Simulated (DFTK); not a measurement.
SnSe: equation of state with r2SCAN

Crystal: SnSe.

```
CELL_PARAMETERS angstrom
0.00000 3.01000 3.01000
3.01000 0.00000 3.01000
3.01000 3.01000 0.00000
ATOMIC_POSITIONS crystal
Sn 0.00000 0.00000 0.00000
Se 0.50000 0.50000 0.50000
```

Measurements of this composition are mostly on another form, of space group No. 62.

```
Program                      : DFTK 0.8.2
Task                         : equation of state
Functional                   : r2SCAN
Potentials or basis          : in-house norm-conserving set (r2SCAN, scalar relativistic)
Cutoff                       : 1225 eV
k mesh                       : 5 × 5 × 5
Occupations                  : fermi-dirac, width 0.05 eV
Spin                         : no spin polarisation
Valence electrons            : Se 16, Sn 14
Volume scales                : [0.94, 0.96, 0.98, 1.0, 1.02, 1.04, 1.06]
SCF tolerance on the density : 1e-06
```

```
Equilibrium volume                      : 27.08 Å³/atom
Bulk modulus                            : 53 GPa
Pressure derivative of the bulk modulus : 6.5 (rough: it moves with the points fitted)
```

Energy against volume, from the lowest point:
```
volume (Å³/atom)  energy (meV/atom)
          25.635              14.51
          26.180               4.65
          26.725               0.78
          27.271               0.00
          27.816               2.73
          28.362               8.57
          28.907              17.24
```

It took 27 min on 1 thread of Intel(R) Xeon(R) Platinum 8559C (Emerald Rapids) (shared host), peak memory 1.9 GiB.

Caveat: the k mesh is coarse (spacing up to 0.36 Å⁻¹), so the values aren't converged.
